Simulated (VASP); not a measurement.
Crystal: Tc.

```
Tc
1.0
     2.74000    0.00000    0.00000
    -1.37000    2.37291    0.00000
     0.00000    0.00000    4.39800
Tc
2
Cartesian
  1.3700 0.7910 3.2985
  0.0000 1.5819 1.0995
```

Program: VASP 6.6.1. Alike in all runs: task single point; cell as given; cutoff (eV) 520.

Q: Order these runs on this cell by their pressure, lowest first.
A. level r2SCAN; potentials or basis VASP PAW PBE potentials, release 64 (Tc_pv); spin off; k mesh 11 × 11 × 6; smearing tetrahedron
B. level LDA; potentials or basis VASP PAW LDA potentials, release 64 (Tc_pv); spin off; k mesh 11 × 11 × 6; smearing gaussian 0.05 eV
C. level PBE; potentials or basis VASP PAW PBE potentials, release 64 (Tc_pv); spin non-collinear, zero start, SOC; k mesh 9 × 9 × 5; smearing methfessel-paxton 0.05 eV

A: B (-11.9 GPa), A (-1.6 GPa), C (2.9 GPa).

Caveats: the PAW data sets were made with another functional, which shifts forces and pressure a little (some runs).

Not every run made on this cell is shown here.
